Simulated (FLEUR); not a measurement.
# Hf (Im-3m) in FLEUR: a series of runs

The runs below take Hf through band structure, equation of state, with r2SCAN.

All numbers are computed with FLEUR MaX-R8.1 (later development tree); they aren't measurements. Logs are shortened: lines on timing, memory, paths and dates and some standing lists are left out, and cuts for length are marked.

### 1 Starting point

It takes space group Im-3m (No. 229, cubic). The conventional cell has a = 3.610 Å, b = 3.610 Å, c = 3.610 Å, α = 90.00°, β = 90.00°, γ = 90.00°. Hf (site symmetry m-3m) has 8 Hf at 3.13 Å as nearest neighbours.

This isn't the form of Hf at room conditions, which is hcp.

### 2 Band structure, r2SCAN

The input, inp.xml:

```xml
<?xml version="1.0" encoding="UTF-8" standalone="no"?>
<fleurInput fleurInputVersion="0.39">
   <comment>
      Hf                                                                                                  
   </comment>
   <calculationSetup>
      <cutoffs Kmax="4.1" Gmax="12.7" GmaxXC="12.7" numbands="0"/>
      <scfLoop itmax="80" minDistance="0.0001" maxIterBroyd="30" imix="Anderson" alpha="0.05" precondParam="0.0" spinf="2.0" sdNocoIR="T"/>
      <coreElectrons ctail="F" frcor="F" kcrel="0" coretail_lmax="0"/>
      <xcFunctional name="LibXC" relativisticCorrections="F">
         <LibXCName exchange="mgga_x_r2scan" correlation="mgga_c_r2scan"/>
         <AuxGGA exchange="117" correlation="130"/>
      </xcFunctional>
      <magnetism jspins="1"/>
      <soc l_soc="F" theta="0.0" phi="0.0" spav="F"/>
      <expertModes spex="0" secvar="F"/>
      <geometryOptimization l_f="F" forcealpha="1.0" forcemix="BFGS" epsdisp="0.00001" epsforce="0.00001"/>
      <ldaU l_linMix="F" mixParam="0.05" spinf="1.0"/>
   </calculationSetup>
   <cell>
      <bzIntegration valenceElectrons="26.0" mode="hist" fermiSmearingEnergy="0.00183747">
         <kPointListSelection listName="default-1"/>
         <!-- k-points included here -->
         <xi:include xmlns:xi="http://www.w3.org/2001/XInclude" href="kpts.xml"> </xi:include>
      </bzIntegration>
      <!-- symmetry operations included here -->
      <xi:include xmlns:xi="http://www.w3.org/2001/XInclude" href="sym.xml"> </xi:include>
      <bulkLattice scale="1.0">
         <bravaisMatrix>
            <row-1>   -3.4109556549029998     3.4109556549029998     3.4109556549029998</row-1>
            <row-2>    3.4109556549029998    -3.4109556549029998     3.4109556549029998</row-2>
            <row-3>    3.4109556549029998     3.4109556549029998    -3.4109556549029998</row-3>
         </bravaisMatrix>
      </bulkLattice>
   </cell>
   <atomSpecies>
      <species name="Hafnium (Hf)" element="Hf" atomicNumber="72">
         <mtSphere radius="2.66" gridPoints="879" logIncrement="0.015"/>
         <atomicCutoffs lmax="10" lnonsphr="10"/>
         <electronConfig flipSpins="F">
            <coreConfig>(1s1/2) (2s1/2) (2p1/2) (2p3/2) (3s1/2) (3p1/2) (3p3/2) (4s1/2) (3d3/2) (3d5/2) (4p1/2) (4p3/2) (4d3/2) (4d5/2)</coreConfig>
            <valenceConfig>(5s1/2) (5p1/2) (5p3/2) (6s1/2) (4f5/2) (4f7/2) (5d3/2) (5d5/2)</valenceConfig>
            <stateOccupation state="(5d3/2)" spinUp="0.400000" spinDown="0.400000"/>
            <stateOccupation state="(5d5/2)" spinUp="0.600000" spinDown="0.600000"/>
         </electronConfig>
         <energyParameters s="6" p="6" d="5" f="4"/>
         <lo type="SCLO" l="0" n="5" eDeriv="0"/>
         <lo type="SCLO" l="1" n="5" eDeriv="0"/>
         <lo type="SCLO" l="2" n="5" eDeriv="2"/>
         <lo type="SCLO" l="3" n="4" eDeriv="2"/>
      </species>
   </atomSpecies>
   <atomGroups>
      <atomGroup species="Hafnium (Hf)">
         <relPos label="                   1">.0000000000 .0000000000 .0000000000</relPos>
         <force calculate="T" relaxXYZ="TTT"/>
      </atomGroup>
   </atomGroups>
   <output dos="F" band="F" slice="F">
      <checks vchk="F" cdinf="F"/>
      <bandDOS minEnergy="-.5*Htr" maxEnergy="0.5*Htr" sigma="0.015" storeEVData="T"/>
      <vacuumDOS vacdos="F" integ="F" star="F" nstars="0" locx1="0.0" locy1="0.0" locx2="0.0" locy2="0.0" nstm="0" tworkf="0.0"/>
      <unfoldingBand unfoldBand="F" supercellX="1" supercellY="1" supercellZ="1"/>
      <plotting iplot="0" polar="F">
         <plot TwoD="T" vec1="  1.0  0.0  0.0" vec2="  0.0  1.0  0.0" vec3="  0.0  0.0  1.0" zero="  0.0  0.0  0.0" file="plot"/>
      </plotting>
      <chargeDensitySlicing numkpt="0" minEigenval="0.0" maxEigenval="0.0" nnne="0" pallst="F"/>
      <specialOutput eonly="F"/>
      <moessbauerParams electricFieldGradient="T" isomerShift="T" coreHyperfine="T" valenceHyperfine="T"/>
      <magneticCircularDichroism mcd="F" energyLo="-10.0" energyUp="0.0"/>
   </output>
  <!-- We include the file relax.xml here to enable relaxations (see documentation) -->
  <xi:include xmlns:xi="http://www.w3.org/2001/XInclude" href="relax.xml"> <xi:fallback/> </xi:include>
</fleurInput>
```

The input, crystal.txt:

```
Hf
&input cartesian=F /
-1.8050000000  1.8050000000  1.8050000000
1.8050000000  -1.8050000000  1.8050000000
1.8050000000  1.8050000000  -1.8050000000
1.8897261246
1.0 1.0 1.0

1
72 0.0000000000  0.0000000000  0.0000000000

&kpt div1=10 div2=10 div3=10 gamma=T /
```

The input, inp.xml (bands):

```
<?xml version="1.0" encoding="UTF-8" standalone="no"?>
<fleurInput fleurInputVersion="0.39">
   <comment>
      Hf                                                                                                  
   </comment>
   <calculationSetup>
      <cutoffs Kmax="4.1" Gmax="12.7" GmaxXC="12.7" numbands="0"/>
      <scfLoop itmax="80" minDistance="0.0001" maxIterBroyd="30" imix="Anderson" alpha="0.05" precondParam="0.0" spinf="2.0" sdNocoIR="T"/>
      <coreElectrons ctail="F" frcor="F" kcrel="0" coretail_lmax="0"/>
      <xcFunctional name="LibXC" relativisticCorrections="F">
         <LibXCName exchange="mgga_x_r2scan" correlation="mgga_c_r2scan"/>
         <AuxGGA exchange="117" correlation="130"/>
      </xcFunctional>
      <magnetism jspins="1"/>
      <soc l_soc="F" theta="0.0" phi="0.0" spav="F"/>
      <expertModes spex="0" secvar="F"/>
      <geometryOptimization l_f="F" forcealpha="1.0" forcemix="BFGS" epsdisp="0.00001" epsforce="0.00001"/>
      <ldaU l_linMix="F" mixParam="0.05" spinf="1.0"/>
   </calculationSetup>
   <cell>
      <bzIntegration valenceElectrons="26.0" mode="hist" fermiSmearingEnergy="0.00183747">
         <kPointListSelection listName="path-1"/>
         <!-- k-points included here -->
         <xi:include xmlns:xi="http://www.w3.org/2001/XInclude" href="kpts.xml"> </xi:include>
      </bzIntegration>
      <!-- symmetry operations included here -->
      <xi:include xmlns:xi="http://www.w3.org/2001/XInclude" href="sym.xml"> </xi:include>
      <bulkLattice scale="1.0">
         <bravaisMatrix>
            <row-1>   -3.4109556549029998     3.4109556549029998     3.4109556549029998</row-1>
            <row-2>    3.4109556549029998    -3.4109556549029998     3.4109556549029998</row-2>
            <row-3>    3.4109556549029998     3.4109556549029998    -3.4109556549029998</row-3>
         </bravaisMatrix>
      </bulkLattice>
   </cell>
   <atomSpecies>
      <species name="Hafnium (Hf)" element="Hf" atomicNumber="72">
         <mtSphere radius="2.66" gridPoints="879" logIncrement="0.015"/>
         <atomicCutoffs lmax="10" lnonsphr="10"/>
         <electronConfig flipSpins="F">
            <coreConfig>(1s1/2) (2s1/2) (2p1/2) (2p3/2) (3s1/2) (3p1/2) (3p3/2) (4s1/2) (3d3/2) (3d5/2) (4p1/2) (4p3/2) (4d3/2) (4d5/2)</coreConfig>
            <valenceConfig>(5s1/2) (5p1/2) (5p3/2) (6s1/2) (4f5/2) (4f7/2) (5d3/2) (5d5/2)</valenceConfig>
            <stateOccupation state="(5d3/2)" spinUp="0.400000" spinDown="0.400000"/>
            <stateOccupation state="(5d5/2)" spinUp="0.600000" spinDown="0.600000"/>
         </electronConfig>
         <energyParameters s="6" p="6" d="5" f="4"/>
         <lo type="SCLO" l="0" n="5" eDeriv="0"/>
         <lo type="SCLO" l="1" n="5" eDeriv="0"/>
         <lo type="SCLO" l="2" n="5" eDeriv="2"/>
         <lo type="SCLO" l="3" n="4" eDeriv="2"/>
      </species>
   </atomSpecies>
   <atomGroups>
      <atomGroup species="Hafnium (Hf)">
         <relPos label="                   1">.0000000000 .0000000000 .0000000000</relPos>
         <force calculate="T" relaxXYZ="TTT"/>
      </atomGroup>
   </atomGroups>
   <output dos="F" band="T" slice="F">
      <checks vchk="F" cdinf="F"/>
      <bandDOS minEnergy="-.5*Htr" maxEnergy="0.5*Htr" sigma="0.015" storeEVData="T"/>
      <vacuumDOS vacdos="F" integ="F" star="F" nstars="0" locx1="0.0" locy1="0.0" locx2="0.0" locy2="0.0" nstm="0" tworkf="0.0"/>
      <unfoldingBand unfoldBand="F" supercellX="1" supercellY="1" supercellZ="1"/>
      <plotting iplot="0" polar="F">
         <plot TwoD="T" vec1="  1.0  0.0  0.0" vec2="  0.0  1.0  0.0" vec3="  0.0  0.0  1.0" zero="  0.0  0.0  0.0" file="plot"/>
      </plotting>
      <chargeDensitySlicing numkpt="0" minEigenval="0.0" maxEigenval="0.0" nnne="0" pallst="F"/>
      <specialOutput eonly="F"/>
      <moessbauerParams electricFieldGradient="T" isomerShift="T" coreHyperfine="T" valenceHyperfine="T"/>
      <magneticCircularDichroism mcd="F" energyLo="-10.0" energyUp="0.0"/>
   </output>
  <!-- We include the file relax.xml here to enable relaxations (see documentation) -->
  <xi:include xmlns:xi="http://www.w3.org/2001/XInclude" href="relax.xml"> <xi:fallback/> </xi:include>
</fleurInput>
```

Potentials or basis: all-electron, FLAPW.

Run with:

```sh
$ inpgen -f crystal.txt -profile fastHighL
$ # inp.xml edited to the form shown
$ fleur_MPI
$ fleur_MPI   # second run, on inp.xml (bands)
```

Log:

```text
Welcome to FLEUR        (www.flapw.de)
      MaX-Release 8.1          (www.max-centre.eu)
 func_ids         498         497         498         497
 MetaGGA potential functional detected - V_tau will be computed
 Auxiliary Potential for radial basis: exchange=         117  correlation=         130
The functional 'Re-regularized SCAN exchange by Furness et al' is an exchange functional, it belongs to the 'MGGA' family and is defined in the reference(s):
[1] J. W. Furness, A. D. Kaplan, J. Ning, J. P. Perdew, and J. Sun.,  J. Phys. Chem. Lett. 11, 8208-8215 (2020)
[2] J. W. Furness, A. D. Kaplan, J. Ning, J. P. Perdew, and J. Sun.,  J. Phys. Chem. Lett. 11, 9248-9248 (2020)
The functional 'Re-regularized SCAN correlation by Furness et al' is a correlation functional, it belongs to the 'MGGA' family and is defined in the reference(s):
[1] J. W. Furness, A. D. Kaplan, J. Ning, J. P. Perdew, and J. Sun.,  J. Phys. Chem. Lett. 11, 8208-8215 (2020)
[2] J. W. Furness, A. D. Kaplan, J. Ning, J. P. Perdew, and J. Sun.,  J. Phys. Chem. Lett. 11, 9248-9248 (2020)
 Using same functional for VXC and EXC

 ========== k-point set info ==========
 Selected k-point list: default-1
 k-point list type: mesh
 10 x 10 x 10
 Number of k points: 47

 ------------Calculation Setup---------------------------
 Number of MPI-tasks      :            1
 Number of PE/node        :            1
 Number of OMP-threads    :            1
 Most efficient MPI parallelization for:
           1          47
 Additional eigenvalue parallelization possible
 Number of basis functions:          220
 Approximate size of matrices (H+S) per k-point:         0.001 GB
 --------------------------------------------------------
The functional 'Hammer, Hansen, and Norskov' is an exchange functional, it belongs to the 'GGA' family and is defined in the reference(s):
[1] B. Hammer, L. B. Hansen, and J. K. Nørskov.,  Phys. Rev. B 59, 7413 (1999)
The functional 'Perdew, Burke & Ernzerhof' is a correlation functional, it belongs to the 'GGA' family and is defined in the reference(s):
[1] J. P. Perdew, K. Burke, and M. Ernzerhof.,  Phys. Rev. Lett. 77, 3865 (1996)
[2] J. P. Perdew, K. Burke, and M. Ernzerhof.,  Phys. Rev. Lett. 78, 1396 (1997)
 Using same functional for VXC and EXC
 Using auxiliary GGA potential for the first iteration of MetaGGA calculation.
 Reset of history
 Reset of history
 Iteration:     1   Distance:      46.47942008 me/bohr^3
The functional 'Hammer, Hansen, and Norskov' is an exchange functional, it belongs to the 'GGA' family and is defined in the reference(s):
[1] B. Hammer, L. B. Hansen, and J. K. Nørskov.,  Phys. Rev. B 59, 7413 (1999)
The functional 'Perdew, Burke & Ernzerhof' is a correlation functional, it belongs to the 'GGA' family and is defined in the reference(s):
[1] J. P. Perdew, K. Burke, and M. Ernzerhof.,  Phys. Rev. Lett. 77, 3865 (1996)
[2] J. P. Perdew, K. Burke, and M. Ernzerhof.,  Phys. Rev. Lett. 78, 1396 (1997)
 Using same functional for VXC and EXC
 Iteration:     2   Distance:      44.03666664 me/bohr^3
The functional 'Hammer, Hansen, and Norskov' is an exchange functional, it belongs to the 'GGA' family and is defined in the reference(s):
[1] B. Hammer, L. B. Hansen, and J. K. Nørskov.,  Phys. Rev. B 59, 7413 (1999)
The functional 'Perdew, Burke & Ernzerhof' is a correlation functional, it belongs to the 'GGA' family and is defined in the reference(s):
[1] J. P. Perdew, K. Burke, and M. Ernzerhof.,  Phys. Rev. Lett. 77, 3865 (1996)
[2] J. P. Perdew, K. Burke, and M. Ernzerhof.,  Phys. Rev. Lett. 78, 1396 (1997)
 Using same functional for VXC and EXC
 Iteration:     3   Distance:      41.80539867 me/bohr^3
The functional 'Hammer, Hansen, and Norskov' is an exchange functional, it belongs to the 'GGA' family and is defined in the reference(s):
[1] B. Hammer, L. B. Hansen, and J. K. Nørskov.,  Phys. Rev. B 59, 7413 (1999)
The functional 'Perdew, Burke & Ernzerhof' is a correlation functional, it belongs to the 'GGA' family and is defined in the reference(s):
[1] J. P. Perdew, K. Burke, and M. Ernzerhof.,  Phys. Rev. Lett. 77, 3865 (1996)
[2] J. P. Perdew, K. Burke, and M. Ernzerhof.,  Phys. Rev. Lett. 78, 1396 (1997)
 Using same functional for VXC and EXC
 Iteration:     4   Distance:       3.01475149 me/bohr^3
The functional 'Hammer, Hansen, and Norskov' is an exchange functional, it belongs to the 'GGA' family and is defined in the reference(s):
[1] B. Hammer, L. B. Hansen, and J. K. Nørskov.,  Phys. Rev. B 59, 7413 (1999)
The functional 'Perdew, Burke & Ernzerhof' is a correlation functional, it belongs to the 'GGA' family and is defined in the reference(s):
[1] J. P. Perdew, K. Burke, and M. Ernzerhof.,  Phys. Rev. Lett. 77, 3865 (1996)
[2] J. P. Perdew, K. Burke, and M. Ernzerhof.,  Phys. Rev. Lett. 78, 1396 (1997)
 Using same functional for VXC and EXC
 Iteration:     5   Distance:       1.07491868 me/bohr^3
The functional 'Hammer, Hansen, and Norskov' is an exchange functional, it belongs to the 'GGA' family and is defined in the reference(s):
[... 39 lines left out ...]
 Using same functional for VXC and EXC
 Iteration:    11   Distance:       0.00561719 me/bohr^3
The functional 'Hammer, Hansen, and Norskov' is an exchange functional, it belongs to the 'GGA' family and is defined in the reference(s):
[1] B. Hammer, L. B. Hansen, and J. K. Nørskov.,  Phys. Rev. B 59, 7413 (1999)
The functional 'Perdew, Burke & Ernzerhof' is a correlation functional, it belongs to the 'GGA' family and is defined in the reference(s):
[1] J. P. Perdew, K. Burke, and M. Ernzerhof.,  Phys. Rev. Lett. 77, 3865 (1996)
[2] J. P. Perdew, K. Burke, and M. Ernzerhof.,  Phys. Rev. Lett. 78, 1396 (1997)
 Using same functional for VXC and EXC
 Iteration:    12   Distance:       0.00038736 me/bohr^3
The functional 'Hammer, Hansen, and Norskov' is an exchange functional, it belongs to the 'GGA' family and is defined in the reference(s):
[1] B. Hammer, L. B. Hansen, and J. K. Nørskov.,  Phys. Rev. B 59, 7413 (1999)
The functional 'Perdew, Burke & Ernzerhof' is a correlation functional, it belongs to the 'GGA' family and is defined in the reference(s):
[1] J. P. Perdew, K. Burke, and M. Ernzerhof.,  Phys. Rev. Lett. 77, 3865 (1996)
[2] J. P. Perdew, K. Burke, and M. Ernzerhof.,  Phys. Rev. Lett. 78, 1396 (1997)
 Using same functional for VXC and EXC
 Iteration:    13   Distance:       0.00033844 me/bohr^3
The functional 'Hammer, Hansen, and Norskov' is an exchange functional, it belongs to the 'GGA' family and is defined in the reference(s):
[1] B. Hammer, L. B. Hansen, and J. K. Nørskov.,  Phys. Rev. B 59, 7413 (1999)
The functional 'Perdew, Burke & Ernzerhof' is a correlation functional, it belongs to the 'GGA' family and is defined in the reference(s):
[1] J. P. Perdew, K. Burke, and M. Ernzerhof.,  Phys. Rev. Lett. 77, 3865 (1996)
[2] J. P. Perdew, K. Burke, and M. Ernzerhof.,  Phys. Rev. Lett. 78, 1396 (1997)
 Using same functional for VXC and EXC
 Iteration:    14   Distance:       0.00003738 me/bohr^3

 ********************************************************************
 Run finished successfully
 Stop message:
   all done
 ********************************************************************
```

It took 24 s on 1 thread of Arm Neoverse V1, shared host; peak memory 0.08 GiB.

What came out:

```
Free energy                                           : -410800.3192 eV
Band gap along the path                               : none (metal or under the smearing width)
Valence electrons inside the program's atomic spheres : Hf 23.96 (radii Hf 2.66 bohr)
```

Levels at the corners of the path, in eV from the Fermi level:
```csv
point,band 9,band 10,band 11,band 12,band 13,band 14,band 15,band 16,band 17,band 18
Γ,-12.07,-12.07,-12.05,-7.22,1.71,1.71,1.71,4.39,4.39,13.59
H,-12.06,-12.06,-12.06,-2.50,-2.50,6.71,6.71,6.71,7.14,7.14
N,-12.07,-12.07,-12.06,-3.33,-0.32,0.71,4.23,5.18,7.48,10.11
Γ,-12.07,-12.07,-12.05,-7.22,1.71,1.71,1.71,4.39,4.39,13.59
P,-12.09,-12.09,-12.09,-0.70,-0.70,-0.70,5.33,5.33,5.91,11.24
H,-12.06,-12.06,-12.06,-2.50,-2.50,6.71,6.71,6.71,7.14,7.14
P,-12.09,-12.09,-12.09,-0.70,-0.70,-0.70,5.33,5.33,5.91,11.24
N,-12.07,-12.07,-12.06,-3.33,-0.32,0.71,4.23,5.18,7.48,10.11
```

Core levels (eV from the Fermi level):
```csv
atom,levels
1 Hf,"1s1/2 -65198.6, 2s1/2 -11138.5, 2p1/2 -10636.0, 2p3/2 -9444.1, 3s1/2 -2533.7, 3p1/2 -2311.3, 3p3/2 -2055.9, 4s1/2 -506.2, 3d3/2 -1680.3, 3d5/2 -1624.6, 4p1/2 -415.1, 4p3/2 -356.7, 4d3/2 -207.2, 4d5/2 -196.5"
```

Caveat: the meta-GGA is that of a development version, with a GGA for the radial functions and cores and without core tails; spin-orbit coupling is left out, which moves the levels of the heavy elements.

### 3 Equation of state, r2SCAN, 22.11 Å³/atom (volume scaled by 0.94)

Edit inp.xml of step 2 so:

```diff
@@ -27,3 +27,3 @@
       <xi:include xmlns:xi="http://www.w3.org/2001/XInclude" href="sym.xml"> </xi:include>
-      <bulkLattice scale="1.0">
+      <bulkLattice scale="0.9795861087">
          <bravaisMatrix>
```

Potentials or basis: all-electron, FLAPW.

Run with:

```sh
$ inpgen -f crystal.txt -profile fastHighL
$ # inp.xml edited to the form shown
$ fleur_MPI
```

Run time: 20 s. Hardware: 1 thread of Arm Neoverse V1, shared host; peak memory 0.08 GiB.

The run converged. Its results:

```
Free energy                                           : -410800.3440 eV
Band gap on the k mesh                                : none (metal or under the smearing width)
Valence electrons inside the program's atomic spheres : Hf 24.07 (radii Hf 2.66 bohr)
```

Caveat: the meta-GGA is that of a development version, with a GGA for the radial functions and cores and without core tails.

### 4 Equation of state, r2SCAN, 22.58 Å³/atom (volume scaled by 0.96)

Edit inp.xml of step 3 so:

```diff
@@ -27,3 +27,3 @@
       <xi:include xmlns:xi="http://www.w3.org/2001/XInclude" href="sym.xml"> </xi:include>
-      <bulkLattice scale="0.9795861087">
+      <bulkLattice scale="0.9864848297">
          <bravaisMatrix>
```

Run with:

```sh
$ inpgen -f crystal.txt -profile fastHighL
$ # inp.xml edited to the form shown
$ fleur_MPI
```

It took 21 s on 1 thread of Arm Neoverse V1, shared host; peak memory 0.08 GiB.

Results (log left out):

```
Free energy                                           : -410800.3414 eV
Band gap on the k mesh                                : none (metal or under the smearing width)
Valence electrons inside the program's atomic spheres : Hf 24.03 (radii Hf 2.66 bohr)
```

Caveat: the meta-GGA is that of a development version, with a GGA for the radial functions and cores and without core tails.

(Part 1 of 2 ends here.)
